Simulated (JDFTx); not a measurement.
# InAs (F-43m) in JDFTx: a series of runs

The runs below take InAs through single point, equation of state, band structure, with GLLB-SC, LDA, r2SCAN.

Program: JDFTx 1.7.0 (patched build). These are calculated values, not measurements. Logs are shortened: lines on timing, memory, paths and dates and some standing lists are left out, and cuts for length are marked. The log counts tension as positive stress, the text compression.

**The experiment to reproduce.**

A printed reference work, data compilation reports, for a bulk crystal of InAs at 4.2 K: band gap 0.418 eV (direct).

How close the calculation comes is told below.

**1. Starting point**

The structure is cubic, space group F-43m (No. 216). Conventional cell: a = 6.036 Å, b = 6.036 Å, c = 6.036 Å, α = 90.00°, β = 90.00°, γ = 90.00°. Around In (site symmetry -43m) lie 4 As at 2.61 Å. Around As (site symmetry -43m) lie 4 In at 2.61 Å.

**2. Single point, GLLB-SC**

InAs.in

```
lattice \
    0.0000000000     3.0180000000     3.0180000000 \
    3.0180000000     0.0000000000     3.0180000000 \
    3.0180000000     3.0180000000     0.0000000000
latt-scale 1.889726124626 1.889726124626 1.889726124626
coords-type Lattice
ion In     0.0000000000     0.0000000000     0.0000000000 1
ion As     0.7500000000     0.7500000000     0.7500000000 1

ion-species pseudo/In.upf
ion-species pseudo/As.upf
elec-cutoff 42 336
elec-ex-corr orb-GLLBsc
kpoint-folding 8 8 8
elec-n-bands 21
electronic-SCF nIterations 100 energyDiffThreshold 1e-09 residualThreshold 1e-05
electronic-minimize nIterations 30 energyDiffThreshold 1e-7
converge-empty-states yes
forces-output-coords Cartesian

dump-name run.$VAR
dump End Ecomponents EigStats BandEigs Kpoints Forces
```

Potentials or basis: PseudoDojo-SR-PBE-0.5-standard.

Command:

```sh
$ jdftx -c 1 -i InAs.in -o InAs.out
```

Standard output:

```text
*************** JDFTx 1.7.0 (patched build) ***************

Input parsed successfully to the following command list (including defaults):
[... the input with its defaults ...]

---------- Setting up symmetries ----------

Found 48 point-group symmetries of the bravais lattice
Found 24 space-group symmetries with basis
Applied RMS atom displacement 0 bohrs to make symmetries exact.

---------- Initializing the Grid ----------
R =
[            0      5.70319      5.70319  ]
[      5.70319            0      5.70319  ]
[      5.70319      5.70319            0  ]
unit cell volume = 371.009
G =
[  -0.550848   0.550848   0.550848  ]
[   0.550848  -0.550848   0.550848  ]
[   0.550848   0.550848  -0.550848  ]
Minimum fftbox size, Smin = [  68  68  68  ]
Chosen fftbox size, S = [  70  70  70  ]

---------- Initializing tighter grid for wavefunction operations ----------
R =
[            0      5.70319      5.70319  ]
[      5.70319            0      5.70319  ]
[      5.70319      5.70319            0  ]
unit cell volume = 371.009
G =
[  -0.550848   0.550848   0.550848  ]
[   0.550848  -0.550848   0.550848  ]
[   0.550848   0.550848  -0.550848  ]
Minimum fftbox size, Smin = [  48  48  48  ]
Chosen fftbox size, S = [  48  48  48  ]

---------- Exchange Correlation functional ----------
Initalized GLLB-sc GGA exchange potential.
Initalized PBEsol GGA correlation.

---------- Setting up pseudopotentials ----------
Width of ionic core gaussian charges (only for fluid interactions / plotting) set to 0

Reading pseudopotential file 'pseudo/In.upf':
  'In' pseudopotential, 'PBE' functional
  Generated using ONCVPSP code by D. R. Hamann
  13 valence electrons, 3 orbitals, 6 projectors, 1001 radial grid points, with lMax = 2
    4D    l: 2   occupation: 10.0   eigenvalue: -0.684392
    5S    l: 0   occupation:  2.0   eigenvalue: -0.301765
    5P    l: 1   occupation:  1.0   eigenvalue: -0.092561
  WARNING: Ignoring core density because that is not supported by the orbital-dependent functional.
  Core radius for overlap checks: 2.17 bohrs.

Reading pseudopotential file 'pseudo/As.upf':
  'As' pseudopotential, 'PBE' functional
  Generated using ONCVPSP code by D. R. Hamann
  15 valence electrons, 3 orbitals, 6 projectors, 1001 radial grid points, with lMax = 2
    3D    l: 2   occupation: 10.0   eigenvalue: -1.493697
    4S    l: 0   occupation:  2.0   eigenvalue: -0.532653
    4P    l: 1   occupation:  3.0   eigenvalue: -0.190913
  WARNING: Ignoring core density because that is not supported by the orbital-dependent functional.
  Core radius for overlap checks: 1.74 bohrs.

Initialized 2 species with 2 total atoms.

Folded 1 k-points by 8x8x8 to 512 k-points.

---------- Setting up k-points, bands, fillings ----------
Adding inversion symmetry to k-mesh for non-inversion-symmetric unit cell.
Reduced to 29 k-points under symmetry.
Computing the number of bands and number of electrons
Calculating initial fillings.
nElectrons:  28.000000   nBands: 21   nStates: 29

----- Setting up reduced wavefunction bases (one per k-point) -----
average nbasis = 4822.705 , ideal nbasis = 4823.388

---------- Setting up ewald sum ----------
Optimum gaussian width for ewald sums = 2.590292 bohr.
Real space sum over 1331 unit cells with max indices [  5  5  5  ]
Reciprocal space sum over 2197 terms with max indices [  6  6  6  ]

---------- Allocating electronic variables ----------
Initializing wave functions:  linear combination of atomic orbitals
Note: number of bands (21) exceeds available atomic orbitals (18)
Initializing semi-local functional for LCAO:
Initalized PBE GGA exchange.
Initalized PBE GGA correlation.
In pseudo-atom occupations:   s ( 2 )  p ( 1 )  d ( 10 )
As pseudo-atom occupations:   s ( 2 )  p ( 3 )  d ( 10 )
	FillingsUpdate:  mu: +0.332349969  nElectrons: 28.000000
LCAOMinimize: Iter:   0  Etot: -147.0614974811841478  |grad|_K:  1.967e-03  alpha:  1.000e+00
	FillingsUpdate:  mu: +0.314104216  nElectrons: 28.000000
LCAOMinimize: Iter:   1  Etot: -147.0740787213511567  |grad|_K:  1.202e-04  alpha:  5.014e-01  linmin: -2.389e-02  cgtest:  1.357e-01
LCAOMinimize: Encountered beta<0, resetting CG.
	FillingsUpdate:  mu: +0.315034298  nElectrons: 28.000000
LCAOMinimize: Iter:   2  Etot: -147.0741530679795801  |grad|_K:  7.738e-06  alpha:  7.978e-01  linmin: -4.665e-02  cgtest:  3.042e-01
LCAOMinimize: Encountered beta<0, resetting CG.
	FillingsUpdate:  mu: +0.314970724  nElectrons: 28.000000
LCAOMinimize: Iter:   3  Etot: -147.0741532986166931  |grad|_K:  2.189e-06  alpha:  6.024e-01  linmin: -4.977e-06  cgtest:  5.031e-04
LCAOMinimize: None of the convergence criteria satisfied after 3 iterations.

-------- Electronic minimization -----------
Will mix electronic density at each iteration.
Turning off total energy convergence threshold for potential-only functionals.
SCF: Cycle:  0   Etot~: -146.951248214794106   dEtot~: -1.488e-01   |Residual|: 2.476e-01   |deigs|: 1.617e-01
SCF: Cycle:  1   Etot~: -146.960847616251385   dEtot~: -9.599e-03   |Residual|: 1.000e-01   |deigs|: 1.300e-02
SCF: Cycle:  2   Etot~: -146.948906268366613   dEtot~: +1.194e-02   |Residual|: 2.171e-02   |deigs|: 1.205e-02
SCF: Cycle:  3   Etot~: -146.953391021403263   dEtot~: -4.485e-03   |Residual|: 9.805e-03   |deigs|: 4.603e-03
SCF: Cycle:  4   Etot~: -146.951804960553261   dEtot~: +1.586e-03   |Residual|: 7.852e-03   |deigs|: 2.214e-03
SCF: Cycle:  5   Etot~: -146.953469530448444   dEtot~: -1.665e-03   |Residual|: 2.002e-03   |deigs|: 3.152e-03
SCF: Cycle:  6   Etot~: -146.953400410980862   dEtot~: +6.912e-05   |Residual|: 1.273e-03   |deigs|: 1.092e-03
SCF: Cycle:  7   Etot~: -146.953609157335052   dEtot~: -2.087e-04   |Residual|: 4.472e-04   |deigs|: 2.102e-04
SCF: Cycle:  8   Etot~: -146.953523530214341   dEtot~: +8.563e-05   |Residual|: 2.817e-04   |deigs|: 1.199e-04
SCF: Cycle:  9   Etot~: -146.953582194681758   dEtot~: -5.866e-05   |Residual|: 1.144e-04   |deigs|: 1.009e-04
SCF: Cycle: 10   Etot~: -146.953573455261790   dEtot~: +8.739e-06   |Residual|: 6.935e-05   |deigs|: 3.892e-05
SCF: Cycle: 11   Etot~: -146.953580326916722   dEtot~: -6.872e-06   |Residual|: 4.076e-05   |deigs|: 2.859e-05
SCF: Cycle: 12   Etot~: -146.953579551010648   dEtot~: +7.759e-07   |Residual|: 3.693e-05   |deigs|: 2.174e-05
SCF: Cycle: 13   Etot~: -146.953588112707791   dEtot~: -8.562e-06   |Residual|: 7.597e-06   |deigs|: 2.596e-05
SCF: Cycle: 14   Etot~: -146.953588609986127   dEtot~: -4.973e-07   |Residual|: 7.094e-06   |deigs|: 1.554e-05
SCF: Converged (|Residual|<1.000000e-05 for 2 iters).

Setting wave functions to eigenvectors of Hamiltonian
Converging empty states (this may take a while):
EmptyStates: None of the convergence criteria satisfied.
|deigs|: 4.707e-04

# Ionic positions in lattice coordinates:
ion In   0.000000000000000   0.000000000000000   0.000000000000000 1
ion As   0.750000000000000   0.750000000000000   0.750000000000000 1

# Forces in Cartesian coordinates:
force In  -0.000000000000000  -0.000000000000000   0.000000000000000 1
force As  -0.000000000000000  -0.000000000000000   0.000000000000000 1

# Energy components:
   Eewald =      -92.8949152029990444
       EH =       51.3644508351173243
     Eloc =     -137.3754473276047179
      Enl =      -64.1785118080529884
      Exc =      -17.9452955778828311
       KE =      114.0761304714361728
-------------------------------------
     Etot =     -146.9535886099861273

IonicMinimize: Iter:   0  Etot: -146.953588609986127  |grad|_K:        nan
IonicMinimize: None of the convergence criteria satisfied after 0 iterations.

#--- Lowdin population analysis ---
# oxidation-state In +0.351
# oxidation-state As -0.298

Dumping 'run.eigStats' ...
	eMin: -0.985583 at state 20 ( [ +0.000000 +0.500000 +0.500000 ] spin 0 )
	HOMO: +0.267749 at state 0 ( [ +0.000000 +0.000000 +0.000000 ] spin 0 )
	mu  : +0.268457
	LUMO: +0.267749 at state 0 ( [ +0.000000 +0.000000 +0.000000 ] spin 0 )
	eMax: +0.747878 at state 19 ( [ +0.000000 +0.375000 -0.375000 ] spin 0 )
	HOMO-LUMO gap: +0.000000
	Optical gap  : +0.000000 at state 0 ( [ +0.000000 +0.000000 +0.000000 ] spin 0 )
WARNING: the last solve of the electrons (or of bands or displaced states from it) ended unconverged.
Done!
[note: without smearing the FillingsUpdate lines are those of the first guess, not of the final state]
[note: this functional has no energy, so the totals, forces and stress in the log carry no meaning]
```

It took 3 min on 1 thread of Arm Neoverse V2, shared host; peak memory 0.19 GiB.

The run converged, but a check on its numbers failed (symmetry, net force, bounds or a known fault of this set-up), so they aren't taken as properties of the crystal.

Caveat: the gap lacks the derivative discontinuity; fixed occupations don't suit a crystal whose bands overlap; the empty levels aren't tightly converged; a model potential gives levels but no total energy; the potentials were made for another functional, which shifts forces and pressure.

**3. Equation of state, LDA, 25.84 Å³/atom (volume scaled by 0.94)**

InAs.in

```
lattice \
    0.0000000000     5.5867690732     5.5867690732 \
    5.5867690732     0.0000000000     5.5867690732 \
    5.5867690732     5.5867690732     0.0000000000
coords-type Cartesian
ion In     0.0000000000     0.0000000000     0.0000000000 1
ion As     8.3801536098     8.3801536098     8.3801536098 1

ion-species pseudo/In.upf
ion-species pseudo/As.upf
elec-cutoff 40 320
elec-ex-corr lda-PW
kpoint-folding 8 8 8
elec-smearing Fermi 0.0018374661
elec-n-bands 21
electronic-SCF nIterations 100 energyDiffThreshold 1e-09
electronic-minimize nIterations 30 energyDiffThreshold 1e-7
forces-output-coords Cartesian

dump-name run.$VAR
dump End Ecomponents EigStats BandEigs Kpoints Forces Stress ElecDensity Dtot KEdensity
```

Potentials or basis: PseudoDojo-SR-LDA-0.4.1-standard.

Command:

```sh
$ jdftx -c 1 -i InAs.in -o InAs.out
```

Standard output:

```text
*************** JDFTx 1.7.0 (patched build) ***************

Input parsed successfully to the following command list (including defaults):
[... the input with its defaults ...]

---------- Setting up symmetries ----------

Found 48 point-group symmetries of the bravais lattice
Found 24 space-group symmetries with basis
Applied RMS atom displacement 0 bohrs to make symmetries exact.

---------- Initializing the Grid ----------
R =
[            0      5.58677      5.58677  ]
[      5.58677            0      5.58677  ]
[      5.58677      5.58677            0  ]
unit cell volume = 348.748
G =
[  -0.562327   0.562327   0.562327  ]
[   0.562327  -0.562327   0.562327  ]
[   0.562327   0.562327  -0.562327  ]
Minimum fftbox size, Smin = [  64  64  64  ]
Chosen fftbox size, S = [  64  64  64  ]

---------- Initializing tighter grid for wavefunction operations ----------
R =
[            0      5.58677      5.58677  ]
[      5.58677            0      5.58677  ]
[      5.58677      5.58677            0  ]
unit cell volume = 348.748
G =
[  -0.562327   0.562327   0.562327  ]
[   0.562327  -0.562327   0.562327  ]
[   0.562327   0.562327  -0.562327  ]
Minimum fftbox size, Smin = [  48  48  48  ]
Chosen fftbox size, S = [  48  48  48  ]

---------- Exchange Correlation functional ----------
Initalized Slater LDA exchange.
Initalized Perdew-Wang LDA correlation.

---------- Setting up pseudopotentials ----------
Width of ionic core gaussian charges (only for fluid interactions / plotting) set to 0

Reading pseudopotential file 'pseudo/In.upf':
  'In' pseudopotential, 'SLA  PW   NOGX NOGC' functional
  Generated using ONCVPSP code by D. R. Hamann
  13 valence electrons, 3 orbitals, 6 projectors, 1001 radial grid points, with lMax = 2
    4D    l: 2   occupation: 10.0   eigenvalue: -0.687856
    5S    l: 0   occupation:  2.0   eigenvalue: -0.311709
    5P    l: 1   occupation:  1.0   eigenvalue: -0.099150
  Core radius for overlap checks: 2.17 bohrs.

Reading pseudopotential file 'pseudo/As.upf':
  'As' pseudopotential, 'SLA  PW   NOGX NOGC' functional
[... 42 lines left out ...]
LCAOMinimize: Converged (|Delta F|<1.000000e-06 for 2 iters).

-------- Electronic minimization -----------
Will mix electronic density at each iteration.
	FillingsUpdate:  mu: +0.324739123  nElectrons: 28.000000
	FillingsUpdate:  mu: +0.318375265  nElectrons: 28.000000
SCF: Cycle:  0   F: -152.942279316077133   dF: -3.494e-02   |Residual|: 4.473e-02   |deigs|: 1.782e-01
	FillingsUpdate:  mu: +0.319542299  nElectrons: 28.000000
SCF: Cycle:  1   F: -152.942957587865294   dF: -6.783e-04   |Residual|: 2.418e-02   |deigs|: 6.626e-03
	FillingsUpdate:  mu: +0.321941521  nElectrons: 28.000000
SCF: Cycle:  2   F: -152.943119876779150   dF: -1.623e-04   |Residual|: 4.476e-03   |deigs|: 2.307e-03
	FillingsUpdate:  mu: +0.322521622  nElectrons: 28.000000
SCF: Cycle:  3   F: -152.943131065493503   dF: -1.119e-05   |Residual|: 2.026e-03   |deigs|: 1.518e-03
	FillingsUpdate:  mu: +0.322742225  nElectrons: 28.000000
SCF: Cycle:  4   F: -152.943133082672233   dF: -2.017e-06   |Residual|: 6.139e-04   |deigs|: 2.067e-04
	FillingsUpdate:  mu: +0.322755546  nElectrons: 28.000000
SCF: Cycle:  5   F: -152.943133641294821   dF: -5.586e-07   |Residual|: 2.100e-04   |deigs|: 7.285e-05
	FillingsUpdate:  mu: +0.322803804  nElectrons: 28.000000
SCF: Cycle:  6   F: -152.943134081703960   dF: -4.404e-07   |Residual|: 4.699e-05   |deigs|: 1.076e-04
	FillingsUpdate:  mu: +0.322804685  nElectrons: 28.000000
SCF: Cycle:  7   F: -152.943134233806148   dF: -1.521e-07   |Residual|: 2.509e-05   |deigs|: 5.213e-05
	FillingsUpdate:  mu: +0.322802716  nElectrons: 28.000000
SCF: Cycle:  8   F: -152.943134318287520   dF: -8.448e-08   |Residual|: 9.243e-06   |deigs|: 5.172e-05
	FillingsUpdate:  mu: +0.322802857  nElectrons: 28.000000
SCF: Cycle:  9   F: -152.943134340761617   dF: -2.247e-08   |Residual|: 6.898e-06   |deigs|: 3.762e-05
	FillingsUpdate:  mu: +0.322803370  nElectrons: 28.000000
SCF: Cycle: 10   F: -152.943134358618380   dF: -1.786e-08   |Residual|: 5.517e-06   |deigs|: 3.847e-05
	FillingsUpdate:  mu: +0.322803433  nElectrons: 28.000000
SCF: Cycle: 11   F: -152.943134362435700   dF: -3.817e-09   |Residual|: 2.884e-06   |deigs|: 2.541e-05
	FillingsUpdate:  mu: +0.322803356  nElectrons: 28.000000
SCF: Cycle: 12   F: -152.943134365503454   dF: -3.068e-09   |Residual|: 2.451e-06   |deigs|: 2.376e-05
	FillingsUpdate:  mu: +0.322803304  nElectrons: 28.000000
SCF: Cycle: 13   F: -152.943134366262257   dF: -7.588e-10   |Residual|: 3.168e-06   |deigs|: 1.605e-05
	FillingsUpdate:  mu: +0.322803380  nElectrons: 28.000000
SCF: Cycle: 14   F: -152.943134366802383   dF: -5.401e-10   |Residual|: 1.299e-06   |deigs|: 1.709e-05
SCF: Converged (|Delta E|<1.000000e-09 for 2 iters).

Setting wave functions to eigenvectors of Hamiltonian

# Stress tensor in Cartesian coordinates [Eh/a0^3]:
[ -0.000126061            0            0  ]
[            0 -0.000126061            0  ]
[            0            0 -0.000126061  ]

# Ionic positions in cartesian coordinates:
ion In   0.000000000000000   0.000000000000000   0.000000000000000 1
ion As   8.380153609800001   8.380153609800001   8.380153609800001 1

# Forces in Cartesian coordinates:
force In   0.000000000000000   0.000000000000000  -0.000000000000000 1
force As   0.000000000000000  -0.000000000000000  -0.000000000000000 1

# Energy components:
   Eewald =      -94.8307804450712695
       EH =       51.0523050718570772
     Eloc =     -137.5149063864633376
      Enl =      -65.5512937768097430
      Exc =      -43.1478140548232290
 Exc_core =       19.2940421079349775
       KE =      117.7553321333181628
-------------------------------------
     Etot =     -152.9431153500573828
       TS =        0.0000190167450117
-------------------------------------
        F =     -152.9431343668023828

IonicMinimize: Iter:   0  F: -152.943134366802383  |grad|_K:  2.238e-36
IonicMinimize: Converged (|grad|_K<1.000000e-04).

#--- Lowdin population analysis ---
# oxidation-state In +0.220
# oxidation-state As -0.189

Dumping 'run.eigStats' ...
	eMin: -0.975265 at state 20 ( [ +0.000000 +0.500000 +0.500000 ] spin 0 )
	HOMO: +0.321080 at state 0 ( [ +0.000000 +0.000000 +0.000000 ] spin 0 )
	mu  : +0.322803
	LUMO: +0.355504 at state 4 ( [ +0.000000 +0.000000 +0.500000 ] spin 0 )
	eMax: +0.806922 at state 19 ( [ +0.000000 +0.375000 -0.375000 ] spin 0 )
	HOMO-LUMO gap: +0.034424
	Optical gap  : +0.051082 at state 1 ( [ +0.000000 +0.000000 +0.125000 ] spin 0 )
Done!
[note: the HOMO, LUMO and gaps printed at the end count levels as full or empty at half filling, so they show a gap where a level is partly filled]
```

Wall time 2.3 min (1 thread of Arm Neoverse V2, shared host); peak memory 0.17 GiB.

What came out:

```
Free energy            : -4161.7947 eV
Pressure               : 3.7 GPa
Band gap on the k mesh : none (metal or under the smearing width)
Loewdin charges        : In +0.22; As -0.19 e
```

**4. Equation of state, LDA, 26.39 Å³/atom (volume scaled by 0.96)**

InAs.in, as its differences from that of step 3:

```diff
@@ -1,8 +1,8 @@
 lattice \
-    0.0000000000     5.5867690732     5.5867690732 \
-    5.5867690732     0.0000000000     5.5867690732 \
-    5.5867690732     5.5867690732     0.0000000000
+    0.0000000000     5.6261138136     5.6261138136 \
+    5.6261138136     0.0000000000     5.6261138136 \
+    5.6261138136     5.6261138136     0.0000000000
 coords-type Cartesian
 ion In     0.0000000000     0.0000000000     0.0000000000 1
-ion As     8.3801536098     8.3801536098     8.3801536098 1
+ion As     8.4391707204     8.4391707204     8.4391707204 1
```

Command:

```sh
$ jdftx -c 1 -i InAs.in -o InAs.out
```

It took 2.4 min on 1 thread of Arm Neoverse V2, shared host; peak memory 0.18 GiB.

It converged, with:

```
Free energy            : -4161.8155 eV
Pressure               : 2.2 GPa
Band gap on the k mesh : none (metal or under the smearing width)
Loewdin charges        : In +0.22; As -0.19 e
```

**5. Equation of state, LDA, 26.94 Å³/atom (volume scaled by 0.98)**

InAs.in, as its differences from that of step 4:

```diff
@@ -1,8 +1,8 @@
 lattice \
-    0.0000000000     5.6261138136     5.6261138136 \
-    5.6261138136     0.0000000000     5.6261138136 \
-    5.6261138136     5.6261138136     0.0000000000
+    0.0000000000     5.6649158247     5.6649158247 \
+    5.6649158247     0.0000000000     5.6649158247 \
+    5.6649158247     5.6649158247     0.0000000000
 coords-type Cartesian
 ion In     0.0000000000     0.0000000000     0.0000000000 1
-ion As     8.4391707204     8.4391707204     8.4391707204 1
+ion As     8.4973737370     8.4973737370     8.4973737370 1
```

Command:

```sh
$ jdftx -c 1 -i InAs.in -o InAs.out
```

Wall time 2.4 min (1 thread of Arm Neoverse V2, shared host); peak memory 0.18 GiB.

The run converged. Its results:

| Item | Value |
| --- | --- |
| Free energy | -4161.8262 eV |
| Pressure | 0.8 GPa |
| Band gap on the k mesh | none (metal or under the smearing width) |
| Loewdin charges | In +0.22; As -0.18 e |

**6. Equation of state, LDA, 27.49 Å³/atom**

InAs.in, as its differences from that of step 5:

```diff
@@ -1,8 +1,8 @@
 lattice \
-    0.0000000000     5.6649158247     5.6649158247 \
-    5.6649158247     0.0000000000     5.6649158247 \
-    5.6649158247     5.6649158247     0.0000000000
+    0.0000000000     5.7031934441     5.7031934441 \
+    5.7031934441     0.0000000000     5.7031934441 \
+    5.7031934441     5.7031934441     0.0000000000
 coords-type Cartesian
 ion In     0.0000000000     0.0000000000     0.0000000000 1
-ion As     8.4973737370     8.4973737370     8.4973737370 1
+ion As     8.5547901662     8.5547901662     8.5547901662 1
```

Potentials or basis: PseudoDojo-SR-LDA-0.4.1-standard.

Command:

```sh
$ jdftx -c 1 -i InAs.in -o InAs.out
```

Wall time 2.4 min (1 thread of Arm Neoverse V2, shared host); peak memory 0.19 GiB.

It converged, with:

| Quantity | Value |
| --- | --- |
| Free energy | -4161.8279 eV |
| Pressure | -0.5 GPa |
| Band gap on the k mesh | none (metal or under the smearing width) |
| Loewdin charges | In +0.21; As -0.18 e |

(Continued in part 2 of 2.)
